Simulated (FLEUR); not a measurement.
## TiCo under changes of volume

One of the cells (13.313 Å³/atom); the others are scaled copies at fixed shape and fractional positions:

```
Co Ti
1.0
     2.98611    0.00000    0.00000
     0.00000    2.98611    0.00000
     0.00000    0.00000    2.98611
Co Ti
1 1
Direct
  0.50000 0.50000 0.50000
  0.00000 0.00000 0.00000
```

The cell comes from a database or a generator and needn't be the stable form of this composition.

- Program: FLEUR MaX-R8.1 (later development tree)
- Functional: LDA
- Potentials or basis: all-electron
- Basis: FLAPW
- Kmax: 4.47 1/bohr
- k mesh: 9 × 9 × 9
- Occupations: fermi-dirac, width 0.05 eV
- Spin: collinear spin, ferromagnetic start
- Starting moments: [2.0, 1.001] μB

```tsv
volume (Å³/atom)	energy over the lowest point (meV/atom)	moment (μB per cell)
12.515	0.00	0.44
12.781	11.01	0.45
13.313	50.55	0.49
13.846	109.23	0.53
14.112	?	?
```

Task: What does the run at 14.112 Å³/atom give?

Result: Energy over the lowest point 144.41 meV/atom; moment 0.56 μB per cell.

Worked out: A Birch-Murnaghan fit of order 2 (a polynomial in V^(-2/3)) to the other rows has its minimum at 12.22 Å³/atom, just outside them, with B0 = V·E''(V) = 207 GPa. It gives 144.57 meV/atom at 14.112 Å³/atom, against the run's 144.41. A straight line through the other rows of the moment, of slope 0.0694 μB per Å³/atom, extrapolates to 0.55 μB, against the run's 0.56.

Energies are extrapolated to zero smearing.
